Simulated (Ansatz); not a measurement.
ZrS2, DFT, PBEsol, all-electron PAW with datasets made for the crystal, scalar-relativistic (Ansatz 0.2.0), run on 1 thread of Arm Neoverse V2 on a shared host.

The cell comes from COD entry 5910006, which wasn't checked; take it as a given geometry. The listed cell was then made from it by scaling, straining or moving an atom.

Command: `ansatz run input.yaml --threads 1 --pin off --max-ram 6144MiB --backend cpu --events-out ev --progress --plain --runs-dir out`

```yaml
crystal:
  lattice:
    - [3.6299990406, 0.0, 0.0]
    - [-1.8149995203, 3.1436713848, 0.0]
    - [0.0, 0.0, 5.6745]
  atoms:
    - { symbol: Zr, position: [0.0, 0.0, 0.0] }
    - { symbol: S, position: [0.3333333333, 0.6666666667, 0.2492] }
    - { symbol: S, position: [0.6666666667, 0.3333333333, 0.7508] }
kpoints:
  mp_grid: { grid: [10, 10, 5] }
scf:
  occupations: { method: fermi_dirac, width: 0.01 }
hamiltonian:
  xc: pbesol
  pseudopotentials: { kind: all_electron, datasets: crystal }
output:
  forces: true
  stress: true
  eigenvalues: true
  efg: { contact_densities: true }
```

(1) How large is the problem that the program sets up?

(2) About how long does it take, and how much memory does it use?

(3) And the same cell and mesh by PAW (frozen-core files), asked for forces, stress, eigenvalues, efg, on the same hardware?

Results:

(1) 58 irreducible k-points, 561 plane waves at Γ, 16 bands.

(2) 9.9 s of wall time for 9 SCF iterations, with a peak of 0.49 GiB. Times on shared machines scatter by tens of per cent.

(3) 5 s, peak memory 0.39 GiB.
